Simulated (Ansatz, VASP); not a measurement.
One calculation of BN, two programs

```
B N
1.0
     0.00000    1.76757    1.76757
     1.76757    0.00000    1.76757
     1.76757    1.76757    0.00000
B N
1 1
Direct
  0.00000 0.00000 0.00000
  0.25000 0.25000 0.25000
```

Alike in both runs: functional PBE; k mesh 16 × 16 × 16; occupations fermi-dirac, width 0.1 eV; no spin polarisation.

Ansatz relaxed the structure, and its values are those at the end. VASP's run is a single point on that final structure, the one shown.

```csv
,VASP,Ansatz
version,VASP 6.6.1,Ansatz 0.2.0
potentials or method,"VASP PAW PBE potentials, release 64 (B, N)","PAW with Ansatz's default frozen-core files, scalar-relativistic"
plane-wave cutoff (eV),520,420
valence electrons in the cell,8,8
```

|  | VASP | Ansatz | Ansatz less VASP |
| --- | --- | --- | --- |
| gap on the k mesh at the Fermi level (eV) | 4.53 | 4.54 | +0.010 |

 A k mesh can miss the band edges.
